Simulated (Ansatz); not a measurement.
# Dielectric response of GaN (110) films, part 3 of 6

How well do thin zincblende GaN (110) films screen a perpendicular field?

Ansatz 0.2.0; plane-wave DFT, PBEsol, Ansatz PAW.

So far. Step 8 (Field on, atoms free, 10 atoms, field -0.05 V/Å): The dipole is -0.0320 e·Å, and the gap on the mesh 1.548 eV. Step 9 (Response with the atoms relaxed, 10 atoms, units 5): The induced dipole is that of a conductor 8.09 Å thick.

## Step 10: Relaxing the film, 12 atoms, units 6

This step: plane-wave DFT, PBEsol, Ansatz PAW (Ansatz 0.2.0).

System of this step: GaN (110), 6 units. The cell holds 12 atoms: 6 Ga and 6 N. Its edges and angles: a = 3.182 Å, b = 4.500 Å, c = 25.955 Å, α = 90.0°, β = 90.0°, γ = 90.0°. It derives from GaN (zincblende GaN). Vacuum lies along c.

The next thickness, treated alike, so that differences show the interior and the faces cancel.

input.yaml reads:

```yaml
crystal:
  lattice:
    - [3.18198052, 0.0, 0.0]
    - [0.0, 4.5, 0.0]
    - [0.0, 0.0, 25.9549512883]
  atoms:
    - { symbol: Ga, position: [0.5, 0.5, 0.3467546481] }
    - { symbol: "N", position: [0.0, 0.75, 0.3467546481] }
    - { symbol: Ga, position: [0.0, 0.0, 0.4080527888] }
    - { symbol: "N", position: [0.5, 0.25, 0.4080527888] }
    - { symbol: Ga, position: [0.5, 0.5, 0.4693509296] }
    - { symbol: "N", position: [0.0, 0.75, 0.4693509296] }
    - { symbol: Ga, position: [0.0, 0.0, 0.5306490704] }
    - { symbol: "N", position: [0.5, 0.25, 0.5306490704] }
    - { symbol: Ga, position: [0.5, 0.5, 0.5919472112] }
    - { symbol: "N", position: [0.0, 0.75, 0.5919472112] }
    - { symbol: Ga, position: [0.0, 0.0, 0.6532453519] }
    - { symbol: "N", position: [0.5, 0.25, 0.6532453519] }
kpoints:
  mp_grid: { grid: [8, 6, 1] }
hamiltonian:
  xc: pbesol
scf:
  occupations: { method: fixed }
  convergence: { dr2_threshold: 1.0e-09 }
efield:
  axis: 3
  dipole_correction: true
  ramp_position: 0.97
  ramp_width: 0.06
relax:
  f_tol: 0.003
  max_steps: 100
output:
  write_potential: true
  write_density: true
  volumetric_format: npy
```

Command:

```
$ ansatz run input.yaml --threads 4 --pin off --max-ram 16384MiB --backend cpu --events-out ev --progress --plain --runs-dir out
```

Numbers of over 12 decimals in the logs are rounded to 6 here.

The log of the run:

```text
[...]
Crystal: 12 atoms, lattice volume = 371.647 Å³
Basis set: ecut = 420 eV, 7251 PW (Γ), exchange–correlation on 48×64×360 points (8 copies of the dense FFT grid, shifted against one another)
Bands: 66, of which v1, the nominal top of the filled ones, is band 54 counted from 1 (53 counted from 0)
Symmetry: 2 space group operations
[...]
- { symbol: Ga, position: [0.5, 0.492098, 0.470110] }
    - { symbol: N, position: [0.0, 0.742526, 0.469097] }
    - { symbol: Ga, position: [0.0, -0.00790178, 0.529890] }
    - { symbol: N, position: [0.5, 0.242526, 0.530903] }
    - { symbol: Ga, position: [0.5, 0.494146, 0.593856] }
    - { symbol: N, position: [0.0, 0.738865, 0.592311] }
    - { symbol: Ga, position: [0.0, 0.041140, 0.645001] }
    - { symbol: N, position: [0.5, 0.241225, 0.654373] }
[key lines of the parts left out:]
SCF converged after 7 iterations
Free energy (F): -24733.546826 eV
Fermi energy:    -0.149774 eV
Dipole field:    D = -0.000000 V/Å  (p = -0.000000 e·Å, saw-weighted, corrected)
Work function:   Φ+ = 5.8377 eV   Φ− = 5.8377 eV
```

Elapsed: 76 s, on 4 threads of Arm Neoverse V1, shared host; peak memory 0.99 GiB.

Step by step:

```tsv
step	energy less that of the first step (eV)	largest force component (eV/Å)
1	0.0000	2.4319
2	-0.7421	1.1615
3	-0.9129	0.3014
4	-0.9320	0.0745
5	-0.9326	0.0382
6	-0.9327	0.0011
```

Forces are held to the 2 operations that the run works with; a distortion that breaks them can't arise in this run.

The atoms that moved most (Å):

```tsv
atom	dx	dy	dz	length
Ga1	0.000	0.185	0.214	0.283
Ga11	0.000	0.185	-0.214	0.283
Ga3	0.000	-0.026	-0.050	0.056
Ga9	0.000	-0.026	0.050	0.056
N4	0.000	-0.050	-0.009	0.051
N10	0.000	-0.050	0.009	0.051
N2	0.000	-0.039	-0.029	0.049
N12	0.000	-0.039	0.029	0.049
```

Final coordinates:

```cif
data_structure
_symmetry_space_group_name_H-M 'P 1'
_symmetry_Int_Tables_number 1
_cell_length_a 3.1820
_cell_length_b 4.5000
_cell_length_c 25.9550
_cell_angle_alpha 90.000
_cell_angle_beta 90.000
_cell_angle_gamma 90.000
_cell_volume 371.65
loop_
_atom_site_label
_atom_site_type_symbol
_atom_site_fract_x
_atom_site_fract_y
_atom_site_fract_z
_atom_site_occupancy
Ga1 Ga 0.50000 0.54114 0.35500 1
N2 N 0.00000 0.74123 0.34563 1
Ga3 Ga 0.00000 0.99415 0.40614 1
N4 N 0.50000 0.23886 0.40769 1
Ga5 Ga 0.50000 0.49210 0.47011 1
N6 N 0.00000 0.74253 0.46910 1
Ga7 Ga 0.00000 0.99210 0.52989 1
N8 N 0.50000 0.24253 0.53090 1
Ga9 Ga 0.50000 0.49415 0.59386 1
N10 N 0.00000 0.73886 0.59231 1
Ga11 Ga 0.00000 0.04114 0.64500 1
N12 N 0.50000 0.24123 0.65437 1
```

The relaxation took 6 steps and lowered the energy by 0.93 eV; the largest force on the free atoms ends at 0.0011 eV/Å.

The gap is 1.59 eV, with the valence edge 5.84 eV and the conduction edge 4.25 eV under the upper vacuum level.

## Step 11: The relaxed film, single point, 12 atoms, units 6

The next thickness, treated alike, so that differences show the interior and the faces cancel.

input.yaml reads:

```yaml
crystal:
  lattice:
    - [3.18198052, 0.0, 0.0]
    - [0.0, 4.5, 0.0]
    - [0.0, 0.0, 25.9549512883]
  atoms:
    - { symbol: Ga, position: [0.5, 0.5411394961, 0.3549993338] }
    - { symbol: "N", position: [0.0, 0.7412252509, 0.3456270905] }
    - { symbol: Ga, position: [0.0, -0.0058537133, 0.4061444344] }
    - { symbol: "N", position: [0.5, 0.2388647017, 0.4076888766] }
    - { symbol: Ga, position: [0.5, 0.4920982285, 0.4701099506] }
    - { symbol: "N", position: [0.0, 0.7425260316, 0.4690973271] }
    - { symbol: Ga, position: [0.0, -0.0079017752, 0.529890048] }
    - { symbol: "N", position: [0.5, 0.2425260285, 0.5309026721] }
    - { symbol: Ga, position: [0.5, 0.4941462843, 0.5938555638] }
    - { symbol: "N", position: [0.0, 0.7388647054, 0.5923111248] }
    - { symbol: Ga, position: [0.0, 0.0411395003, 0.6450006674] }
    - { symbol: "N", position: [0.5, 0.2412252612, 0.6543729108] }
kpoints:
  mp_grid: { grid: [8, 6, 1] }
hamiltonian:
  xc: pbesol
scf:
  occupations: { method: fixed }
  convergence: { dr2_threshold: 1.0e-09 }
efield:
  axis: 3
  dipole_correction: true
  ramp_position: 0.97
  ramp_width: 0.06
output:
  eigenvalues: true
  write_potential: true
  write_density: true
  volumetric_format: npy
  elf: true
```

The log of the run:

```text
[...]
Crystal: 12 atoms, lattice volume = 371.647 Å³
Basis set: ecut = 420 eV, 7251 PW (Γ)
Bands: 66, of which v1, the nominal top of the filled ones, is band 54 counted from 1 (53 counted from 0)
Symmetry: 2 space group operations
k-points: 20 of 48 (time reversal used)
[...]
k-point 1: bands = [... 50 lower, -0.6434, -0.5199, -0.4716, -0.1497, 2.1423, 2.6298, 3.5916, 3.7451, ... 8 higher]
  k-point 2: bands = [... 50 lower, -1.0338, -1.0084, -0.3807, -0.3093, 3.0735, 3.1429, 3.9002, 4.0456, ... 8 higher]
  k-point 19: bands = [... 50 lower, -1.4417, -1.4417, -0.4362, -0.4362, 3.1910, 3.1910, 5.2900, 5.2900, ... 8 higher]
[key lines of the parts left out:]
SCF converged after 10 iterations
Free energy (F): -24733.546834 eV
Fermi energy:    -0.149737 eV
Dipole field:    D = 0.000000 V/Å  (p = 0.000001 e·Å, saw-weighted, corrected)
Work function:   Φ+ = 5.8376 eV   Φ− = 5.8376 eV
```

The job ended after 19 s (4 threads; peak memory 1.1 GiB; 75 s of CPU time).

The gap is 1.59 eV, with the valence edge 5.84 eV and the conduction edge 4.25 eV under the upper vacuum level.

## Step 12: Single point, 12 atoms, units 6, field 0.05 V/Å

input.yaml, as its differences from that of step 11:

```diff
@@ -24,3 +24,3 @@
   occupations: { method: fixed }
-  convergence: { dr2_threshold: 1.0e-09 }
+  convergence: { dr2_threshold: 1.0e-10 }
 efield:
@@ -30,4 +30,4 @@
   ramp_width: 0.06
+  amplitude: 0.05
 output:
-  eigenvalues: true
   write_potential: true
@@ -35,2 +35 @@
   volumetric_format: npy
-  elf: true
```

The log of the run:

```text
[...]
Crystal: 12 atoms, lattice volume = 371.647 Å³
Basis set: ecut = 420 eV, 7251 PW (Γ)
Bands: 66, of which v1, the nominal top of the filled ones, is band 54 counted from 1 (53 counted from 0)
Symmetry: 2 space group operations
k-points: 20 of 48 (time reversal used)
[...]
k-point 0: bands = [... 50 lower, -0.5069, -0.3154, -0.2497, -0.2064, 1.4373, 2.4405, 3.3923, 3.8070, ... 8 higher]
  k-point 1: bands = [... 50 lower, -0.6446, -0.5181, -0.4727, -0.1486, 2.1407, 2.6307, 3.5910, 3.7450, ... 8 higher]
  k-point 2: bands = [... 50 lower, -1.0399, -0.9979, -0.3872, -0.3028, 3.0588, 3.1569, 3.8995, 4.0458, ... 8 higher]
  k-point 19: bands = [... 50 lower, -1.4529, -1.4301, -0.4620, -0.4106, 3.1604, 3.2212, 5.2875, 5.2918, ... 8 higher]
[key lines of the parts left out:]
SCF converged after 15 iterations
Free energy (F): -24733.547697 eV
Fermi energy:    -0.148589 eV
Dipole field:    D = 0.016805 V/Å  (p = 0.034516 e·Å, saw-weighted, corrected)
```

The job ended after 23 s (4 threads; peak memory 1.1 GiB; 92 s of CPU time).

The dipole is 0.0345 e·Å, and the gap on the mesh 1.586 eV.

## Step 13: Atoms held, 12 atoms, units 6, field -0.05 V/Å

input.yaml, as its differences from that of step 12:

```diff
@@ -30,3 +30,3 @@
   ramp_width: 0.06
-  amplitude: 0.05
+  amplitude: -0.05
 output:
```

The log of the run:

```text
[...]
Crystal: 12 atoms, lattice volume = 371.647 Å³
Basis set: ecut = 420 eV, 7251 PW (Γ)
Bands: 66, of which v1, the nominal top of the filled ones, is band 54 counted from 1 (53 counted from 0)
Symmetry: 2 space group operations
k-points: 20 of 48 (time reversal used)
[...]
k-point 0: bands = [... 50 lower, -0.5069, -0.3154, -0.2497, -0.2064, 1.4373, 2.4405, 3.3923, 3.8070, ... 8 higher]
  k-point 1: bands = [... 50 lower, -0.6446, -0.5181, -0.4727, -0.1486, 2.1407, 2.6307, 3.5910, 3.7450, ... 8 higher]
  k-point 2: bands = [... 50 lower, -1.0399, -0.9979, -0.3872, -0.3028, 3.0588, 3.1569, 3.8995, 4.0458, ... 8 higher]
  k-point 19: bands = [... 50 lower, -1.4529, -1.4301, -0.4620, -0.4106, 3.1604, 3.2212, 5.2875, 5.2918, ... 8 higher]
[key lines of the parts left out:]
SCF converged after 15 iterations
Free energy (F): -24733.547697 eV
Fermi energy:    -0.148589 eV
Dipole field:    D = -0.016805 V/Å  (p = -0.034515 e·Å, saw-weighted, corrected)
```

Elapsed: 23 s, on 4 threads; peak memory 1.1 GiB.

The dipole is -0.0345 e·Å, and the gap on the mesh 1.586 eV.

## Step 14: Response with the atoms held, 12 atoms, units 6

This step: plane-wave DFT, PBEsol, Ansatz PAW; response to a field along the normal, atoms held (Ansatz 0.2.0).

Local field over the applied field, running mean. From the potentials at -0.05 and 0.05 V/Å; running mean over 1.591 Å, taken twice. Table of local field over applied field by z:

```tsv
z (Å)	local field over applied field
5	0.998
6	0.979
7	0.869
8	0.558
9	0.223
10	0.122
11	0.148
12	0.151
13	0.144
14	0.152
15	0.147
16	0.122
17	0.234
18	0.575
19	0.878
20	0.981
21	0.998
```

The induced dipole is that of a conductor 8.72 Å thick.

## Step 15: Relaxing the film, 16 atoms, units 8

This step: plane-wave DFT, PBEsol, Ansatz PAW (Ansatz 0.2.0).

System of this step: GaN (110), 8 units. The cell holds 16 atoms: 8 Ga and 8 N. Cell: a = 3.182 Å, b = 4.500 Å, c = 29.137 Å, α = 90.0°, β = 90.0°, γ = 90.0°. It derives from GaN (zincblende GaN). Vacuum lies along c.

The next thickness, treated alike, so that differences show the interior and the faces cancel.

input.yaml reads:

```yaml
crystal:
  lattice:
    - [3.18198052, 0.0, 0.0]
    - [0.0, 4.5, 0.0]
    - [0.0, 0.0, 29.1369318037]
  atoms:
    - { symbol: Ga, position: [0.5, 0.5, 0.3088863323] }
    - { symbol: "N", position: [0.0, 0.75, 0.3088863323] }
    - { symbol: Ga, position: [0.0, 0.0, 0.3634902374] }
    - { symbol: "N", position: [0.5, 0.25, 0.3634902374] }
    - { symbol: Ga, position: [0.5, 0.5, 0.4180941424] }
    - { symbol: "N", position: [0.0, 0.75, 0.4180941424] }
    - { symbol: Ga, position: [0.0, 0.0, 0.4726980475] }
    - { symbol: "N", position: [0.5, 0.25, 0.4726980475] }
    - { symbol: Ga, position: [0.5, 0.5, 0.5273019525] }
    - { symbol: "N", position: [0.0, 0.75, 0.5273019525] }
    - { symbol: Ga, position: [0.0, 0.0, 0.5819058576] }
    - { symbol: "N", position: [0.5, 0.25, 0.5819058576] }
    - { symbol: Ga, position: [0.5, 0.5, 0.6365097626] }
    - { symbol: "N", position: [0.0, 0.75, 0.6365097626] }
    - { symbol: Ga, position: [0.0, 0.0, 0.6911136677] }
    - { symbol: "N", position: [0.5, 0.25, 0.6911136677] }
kpoints:
  mp_grid: { grid: [8, 6, 1] }
hamiltonian:
  xc: pbesol
scf:
  occupations: { method: fixed }
  convergence: { dr2_threshold: 1.0e-09 }
efield:
  axis: 3
  dipole_correction: true
  ramp_position: 0.97
  ramp_width: 0.06
relax:
  f_tol: 0.003
  max_steps: 100
output:
  write_potential: true
  write_density: true
  volumetric_format: npy
```

The log of the run:

```text
[...]
Crystal: 16 atoms, lattice volume = 417.209 Å³
Basis set: ecut = 420 eV, 8161 PW (Γ), exchange–correlation on 48×64×400 points (8 copies of the dense FFT grid, shifted against one another)
Bands: 88, of which v1, the nominal top of the filled ones, is band 72 counted from 1 (71 counted from 0)
Symmetry: 2 space group operations
[...]
- { symbol: Ga, position: [0.5, 0.493296, 0.527508] }
    - { symbol: N, position: [0.0, 0.743379, 0.527230] }
    - { symbol: Ga, position: [0.0, -0.00521041, 0.581360] }
    - { symbol: N, position: [0.5, 0.244992, 0.582043] }
    - { symbol: Ga, position: [0.5, 0.496046, 0.638119] }
    - { symbol: N, position: [0.0, 0.740912, 0.636799] }
    - { symbol: Ga, position: [0.0, 0.043239, 0.683767] }
    - { symbol: N, position: [0.5, 0.243348, 0.692090] }
[key lines of the parts left out:]
SCF converged after 8 iterations
Free energy (F): -32979.212317 eV
Fermi energy:    0.920662 eV
Dipole field:    D = -0.000000 V/Å  (p = -0.000000 e·Å, saw-weighted, corrected)
Work function:   Φ+ = 5.8447 eV   Φ− = 5.8447 eV
```

It took 2.2 min on 4 threads; peak memory 1.3 GiB.

Step by step:

```tsv
step	energy less that of the first step (eV)	largest force component (eV/Å)
1	0.0000	2.4468
2	-0.7453	1.1535
3	-0.9152	0.3124
4	-0.9341	0.0813
5	-0.9344	0.0508
6	-0.9347	0.0013
```

Forces are held to the 2 operations that the run works with; a distortion that breaks them can't arise in this run.

The atoms that moved most (Å):

```tsv
atom	dx	dy	dz	length
Ga1	0.000	0.195	0.214	0.289
Ga15	0.000	0.195	-0.214	0.289
Ga3	0.000	-0.018	-0.047	0.050
Ga13	0.000	-0.018	0.047	0.050
N4	0.000	-0.041	-0.008	0.042
N14	0.000	-0.041	0.008	0.042
N2	0.000	-0.030	-0.028	0.041
N16	0.000	-0.030	0.028	0.041
```

The relaxed structure:

```xyz
16
Lattice="3.1820 0.0000 0.0000 0.0000 4.5000 0.0000 0.0000 0.0000 29.1369" Properties=species:S:1:pos:R:3
Ga    1.5910    2.4446    9.2141
N     0.0000    3.3451    8.9715
Ga    0.0000   -0.0178   10.5441
N     1.5910    1.0841   10.5826
Ga    1.5910    2.2266   12.1979
N     0.0000    3.3525   12.1780
Ga    0.0000   -0.0302   13.7670
N     1.5910    1.0952   13.7751
Ga    1.5910    2.2198   15.3700
N     0.0000    3.3452   15.3619
Ga    0.0000   -0.0234   16.9390
N     1.5910    1.1025   16.9589
Ga    1.5910    2.2322   18.5928
N     0.0000    3.3341   18.5544
Ga    0.0000    0.1946   19.9229
N     1.5910    1.0951   20.1654
```

The relaxation took 6 steps and lowered the energy by 0.93 eV; the largest force on the free atoms ends at 0.0013 eV/Å.

The gap is 1.58 eV, with the valence edge 5.84 eV and the conduction edge 4.26 eV under the upper vacuum level.

## Step 16: Single point on the relaxed film, 16 atoms, units 8

The next thickness, treated alike, so that differences show the interior and the faces cancel.

input.yaml reads:

```yaml
crystal:
  lattice:
    - [3.18198052, 0.0, 0.0]
    - [0.0, 4.5, 0.0]
    - [0.0, 0.0, 29.1369318037]
  atoms:
    - { symbol: Ga, position: [0.5, 0.5432385048, 0.3162333628] }
    - { symbol: "N", position: [0.0, 0.7433478734, 0.3079096981] }
    - { symbol: Ga, position: [0.0, -0.0039544758, 0.3618808549] }
    - { symbol: "N", position: [0.5, 0.2409116951, 0.3632008928] }
    - { symbol: Ga, position: [0.5, 0.4947895941, 0.4186400215] }
    - { symbol: "N", position: [0.0, 0.7449921654, 0.4179574164] }
    - { symbol: Ga, position: [0.0, -0.006704355, 0.4724923451] }
    - { symbol: "N", position: [0.5, 0.2433789963, 0.472769655] }
    - { symbol: Ga, position: [0.5, 0.4932956449, 0.5275076549] }
    - { symbol: "N", position: [0.0, 0.7433789965, 0.5272303449] }
    - { symbol: Ga, position: [0.0, -0.005210406, 0.5813599785] }
    - { symbol: "N", position: [0.5, 0.2449921655, 0.5820425835] }
    - { symbol: Ga, position: [0.5, 0.4960455252, 0.6381191451] }
    - { symbol: "N", position: [0.0, 0.7409116953, 0.6367991071] }
    - { symbol: Ga, position: [0.0, 0.0432385059, 0.6837666373] }
    - { symbol: "N", position: [0.5, 0.2433478742, 0.692090302] }
kpoints:
  mp_grid: { grid: [8, 6, 1] }
hamiltonian:
  xc: pbesol
scf:
  occupations: { method: fixed }
  convergence: { dr2_threshold: 1.0e-09 }
efield:
  axis: 3
  dipole_correction: true
  ramp_position: 0.97
  ramp_width: 0.06
output:
  eigenvalues: true
  write_potential: true
  write_density: true
  volumetric_format: npy
```

The log of the run:

```text
[...]
Crystal: 16 atoms, lattice volume = 417.209 Å³
Basis set: ecut = 420 eV, 8161 PW (Γ)
Bands: 88, of which v1, the nominal top of the filled ones, is band 72 counted from 1 (71 counted from 0)
Symmetry: 2 space group operations
k-points: 20 of 48 (time reversal used)
[...]
k-point 0: bands = [... 68 lower, 0.6705, 0.7722, 0.8830, 0.9201, 2.5053, 3.2103, 4.3282, 4.3405, ... 12 higher]
  k-point 1: bands = [... 68 lower, 0.5010, 0.5599, 0.7141, 0.9207, 3.2440, 3.5366, 4.3818, 4.5351, ... 12 higher]
  k-point 2: bands = [... 68 lower, 0.0603, 0.0625, 0.7268, 0.7428, 4.1658, 4.1982, 4.8454, 4.9987, ... 12 higher]
  k-point 19: bands = [... 68 lower, -0.2904, -0.2904, 0.6604, 0.6604, 4.2559, 4.2559, 6.0664, 6.0664, ... 12 higher]
[key lines of the parts left out:]
SCF converged after 10 iterations
Free energy (F): -32979.212385 eV
Fermi energy:    0.920691 eV
Dipole field:    D = -0.000000 V/Å  (p = -0.000001 e·Å, saw-weighted, corrected)
Work function:   Φ+ = 5.8447 eV   Φ− = 5.8446 eV
```

It took 33 s on 4 threads; peak memory 1.5 GiB.

The gap is 1.58 eV, with the valence edge 5.84 eV and the conduction edge 4.26 eV under the upper vacuum level.

## Step 17: Single point, 16 atoms, units 8, field 0.05 V/Å

input.yaml, as its differences from that of step 16:

```diff
@@ -28,3 +28,3 @@
   occupations: { method: fixed }
-  convergence: { dr2_threshold: 1.0e-09 }
+  convergence: { dr2_threshold: 1.0e-10 }
 efield:
@@ -34,4 +34,4 @@
   ramp_width: 0.06
+  amplitude: 0.05
 output:
-  eigenvalues: true
   write_potential: true
```

The log of the run:

```text
[...]
Crystal: 16 atoms, lattice volume = 417.209 Å³
Basis set: ecut = 420 eV, 8161 PW (Γ)
Bands: 88, of which v1, the nominal top of the filled ones, is band 72 counted from 1 (71 counted from 0)
Symmetry: 2 space group operations
k-points: 20 of 48 (time reversal used)
[...]
k-point 0: bands = [... 68 lower, 0.6680, 0.7766, 0.8678, 0.9356, 2.5038, 3.2110, 4.3251, 4.3425, ... 12 higher]
  k-point 1: bands = [... 68 lower, 0.4964, 0.5672, 0.7102, 0.9250, 3.2396, 3.5401, 4.3812, 4.5346, ... 12 higher]
  k-point 2: bands = [... 68 lower, 0.0419, 0.0919, 0.6984, 0.7712, 4.1313, 4.2321, 4.8439, 4.9987, ... 12 higher]
  k-point 19: bands = [... 68 lower, -0.3056, -0.2736, 0.6222, 0.6987, 4.2125, 4.2990, 6.0639, 6.0678, ... 12 higher]
[key lines of the parts left out:]
SCF converged after 15 iterations
Free energy (F): -32979.213510 eV
Fermi energy:    0.935635 eV
Dipole field:    D = 0.019515 V/Å  (p = 0.044995 e·Å, saw-weighted, corrected)
```

Elapsed: 40 s, on 4 threads; peak memory 1.4 GiB; 2.6 min of CPU time.

The dipole is 0.0450 e·Å, and the gap on the mesh 1.568 eV.

## Step 18: Atoms held, 16 atoms, units 8, field -0.05 V/Å

input.yaml, as its differences from that of step 17:

```diff
@@ -34,3 +34,3 @@
   ramp_width: 0.06
-  amplitude: 0.05
+  amplitude: -0.05
 output:
```

The log of the run:

```text
[...]
Crystal: 16 atoms, lattice volume = 417.209 Å³
Basis set: ecut = 420 eV, 8161 PW (Γ)
Bands: 88, of which v1, the nominal top of the filled ones, is band 72 counted from 1 (71 counted from 0)
Symmetry: 2 space group operations
k-points: 20 of 48 (time reversal used)
[...]
k-point 0: bands = [... 68 lower, 0.6680, 0.7766, 0.8678, 0.9356, 2.5038, 3.2110, 4.3251, 4.3425, ... 12 higher]
  k-point 1: bands = [... 68 lower, 0.4964, 0.5672, 0.7102, 0.9250, 3.2396, 3.5401, 4.3812, 4.5346, ... 12 higher]
  k-point 2: bands = [... 68 lower, 0.0419, 0.0919, 0.6984, 0.7712, 4.1313, 4.2321, 4.8439, 4.9987, ... 12 higher]
  k-point 19: bands = [... 68 lower, -0.3056, -0.2736, 0.6222, 0.6987, 4.2125, 4.2990, 6.0639, 6.0678, ... 12 higher]
[key lines of the parts left out:]
SCF converged after 15 iterations
Free energy (F): -32979.213510 eV
Fermi energy:    0.935635 eV
Dipole field:    D = -0.019515 V/Å  (p = -0.044994 e·Å, saw-weighted, corrected)
```

The job ended after 40 s (4 threads; peak memory 1.4 GiB; 2.6 min of CPU time).

The dipole is -0.0450 e·Å, and the gap on the mesh 1.568 eV.

(Part 3 of 6 ends here.)

[Logs are printed without paths, hosts, clocks, repeated set-up lines and the standing remarks that a program may print on its own settings, such as how far it seeks lower states.]

[Hosts, paths, dates, database ids (printed as entryN), source tags and the programs' standing remarks are cut or masked in the printed files.]

[Maps of the electrostatic potential energy from Ansatz leave out the sawtooth potential of an applied field or a dipole correction, so their vacuum need not be flat; planar profiles and work functions include it.]
